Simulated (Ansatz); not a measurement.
**HgTe: equation of state with PBEsol**

HgTe:

```
Hg Te
1.0
    -3.04560    3.04560    1.55941
     3.04560   -3.04560    1.55941
     3.04560    3.04560   -1.55941
Hg Te
1 1
Direct
  0.75000 0.25000 0.50000
  0.00000 0.00000 0.00000
```

Measurements of this composition are mostly on another form, of space group No. 216.

```yaml
Program: Ansatz 0.2.0
Task: equation of state
Functional: PBEsol
Potentials_or_basis: Ansatz PAW
Cutoff: 420 eV
Density_cutoff: 1680 eV
k_mesh: 10 × 10 × 10
Occupations: fermi-dirac, width 0.05 eV
Spin: no spin polarisation
```

```yaml
Equilibrium_volume: "26.83 Å³/atom (rough: see the caveat)"
Bulk_modulus_at_fixed_shape_and_positions: 54 GPa (rough)
```

Energy against volume, from the lowest point:
| volume (Å³/atom) | energy (meV/atom) |
| --- | --- |
| 27.193 | 0.00 |
| 27.772 | 4.36 |
| 28.351 | 12.08 |
| 28.929 | 22.73 |
| 29.508 | 35.94 |
| 30.086 | 51.37 |
| 30.665 | 68.72 |

All runs of the series together: 53 s on 2 threads of Arm Neoverse V1 (shared host).

Caveat: the minimum lies outside the volumes run; the cell was scaled at fixed shape and fractional positions, which overstates the stiffness of a crystal with free parameters, most of all of layers and chains. Spin-orbit coupling is left out, which matters for the levels of Hg, Te.
